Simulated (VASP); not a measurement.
Runs of VASP 6.6.1 on Pt. It takes space group Im-3m (No. 229, cubic). The conventional cell has a = 3.165 Å, b = 3.165 Å, c = 3.165 Å, α = 90.00°, β = 90.00°, γ = 90.00°. Pt (site symmetry m-3m) is surrounded by 8 Pt at 2.74 Å. This isn't the form of Pt at room conditions, which is fcc.

| level | spin | cell | k mesh | smearing | exchange at q = 0 | grid for exact exchange (PRECFOCK) | screening parameter | mesh quality | gap on the mesh (eV) | pressure (GPa) | moment (μB) |
| --- | --- | --- | --- | --- | --- | --- | --- | --- | --- | --- | --- |
| PBE | off | Im-3m, 15.85 Å³/atom | 7 × 7 × 7 | fermi-dirac 0.1 eV | - | - | - | coarse | none | (a) | - |
| HSE06 | off | Im-3m, 15.85 Å³/atom | 7 × 7 × 7 | fermi-dirac 0.1 eV | truncated | Normal | 0.2079 1/A | coarse | none | -9.8 | - |
| PBE | collinear, typed start | Im-3m, 16.47 Å³/atom | 16 × 16 × 16 | fermi-dirac 0.05 eV | - | - | - | not flagged | none | -8.8 | 0.00 |
| PBE | collinear, typed start | Im-3m, 15.84 Å³/atom | 23 × 23 × 23 | fermi-dirac 0.05 eV | - | - | - | not flagged | none | -0.6 | 0.00 |
| PBE | collinear, typed start | Im-3m, 13.94 Å³/atom | 16 × 16 × 16 | fermi-dirac 0.05 eV | - | - | - | not flagged | none | 42.4 | 0.00 |

Alike in all rows: task single point; potentials or basis VASP PAW PBE potentials, release 64 (Pt); cutoff (eV) 520.

Q: Estimate the missing entries.

A: (a) -1.6.

Caveats: some runs use coarse meshes; the PAW data sets were made with another functional, which shifts forces and pressure a little (some runs); a pressure of tens of GPa on the cell as given is suspect, and the run, the potentials or the cell itself is likely at fault (some runs).

A k mesh can miss the band edges, and the runs leave out spin-orbit coupling on Pt.

A gap of «none» marks a metal or a gap under the smearing width.
